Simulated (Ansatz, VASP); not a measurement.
**One calculation of Si2Mo, two programs**

```xyz
3
Lattice="4.3771 0.0000 0.0000 -2.1886 3.7907 0.0000 0.0000 0.0000 23.8000" Properties=species:S:1:pos:R:3 pbc="T T T"
Si    2.1886    1.2636    7.0000
Si    0.0000    2.5271    7.0000
Mo    0.0000    0.0000    7.0000
```

Alike in both runs: functional PBE; k mesh 12 × 12 × 1; occupations gaussian, width 0.1 eV; collinear spin.

Ansatz relaxed the structure, and its values are those at the end. VASP's run is a single point on that final structure, the one shown.

|  | VASP | Ansatz |
| --- | --- | --- |
| version | VASP 6.6.1 | Ansatz 0.2.0 |
| potentials or method | VASP PAW PBE potentials, release 64 (Si, Mo_sv) | scalar-relativistic, plane waves, PAW |
| plane-wave cutoff (eV) | 520 | 420 |
| valence electrons in the cell | 22 | 22 |

```csv
,VASP,Ansatz,Ansatz less VASP
gap on the k mesh at the Fermi level (eV),none,none,-
net moment per atom (μB),0.57,0.57,0.000
size of the moment on the site where the two differ most (μB),1.42,1.14,-0.278
```

Site moments also hang on the region over which each program counts them. A gap of «none» marks a metal or a gap that the smearing closes. Ansatz warned: «xc_potential_rough_in_thin_density».
